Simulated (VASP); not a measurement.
Crystal: Si2Mo.

```
Mo Si
1.0
    -1.60000    1.60000    3.93050
     1.60000   -1.60000    3.93050
     1.60000    1.60000   -3.93050
Mo Si
1 2
Direct
  0.00000 0.00000 0.00000
  0.66700 0.66700 0.00000
  0.33300 0.33300 0.00000
```

```yaml
Program: VASP 6.6.1
Task: single point
Functional: PBE
Potentials_or_basis: VASP PAW PBE potentials, release 64 (Mo_sv, Si)
Cutoff: 520 eV
k_mesh: 12 × 12 × 12
Occupations: fermi-dirac, width 0.05 eV
Spin: no spin polarisation
```

On this cell: pressure 2.4 GPa; largest force 0.274 eV/Å; band gap on the k mesh none (metal or under the smearing width).

The same run follows on a disturbed copy (atoms moved at random, drawn with an rms of 0.05 Å):

```
Mo Si
1.0
    -1.60000    1.60000    3.93050
     1.60000   -1.60000    3.93050
     1.60000    1.60000   -3.93050
Mo Si
1 2
Direct
  0.01766 0.00186 0.00664
  0.67784 0.69432 0.02500
  0.33200 0.34581 0.01150
```

What does the disturbed cell give?

The energy (extrapolated to zero smearing) moves by +19.2 meV/atom; pressure 2.7 GPa; largest force 0.915 eV/Å; band gap on the k mesh none (metal or under the smearing width).

Forces in eV/Å, atoms in the order of the input:
```
Mo   0.619 -0.275 -0.351
Si  -0.488  0.046 -0.525
Si  -0.131  0.229  0.876
```

Stress tensor (GPa, compression positive):
```
 2.93 -0.31 -0.27
-0.31  3.13  0.05
-0.27  0.05  1.89
```
